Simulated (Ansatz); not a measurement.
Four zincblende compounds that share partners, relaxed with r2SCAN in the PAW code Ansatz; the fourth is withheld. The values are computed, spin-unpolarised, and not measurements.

```csv
solid,a (Å)
GaAs,5.666
GaP,5.451
BAs,4.784
```

Question: If bond lengths are sums of radii, what lattice constant follows for BP?

Answer: a(BP) ≈ a(GaP) + a(BAs) − a(GaAs) = 5.451 + 4.784 − 5.666 = 4.569 Å. The relaxed cell has 4.537 Å, -0.7 % from the sum: the rule is only rough here.

Question: How much does a change of partner add, in either pair?

Answer: GaAs → GaP: -0.215 Å, and BAs → BP: -0.247 Å; GaAs → BAs: -0.882 Å, and GaP → BP: -0.914 Å. Fixed radii would make each pair equal; they differ by 0.032 Å.
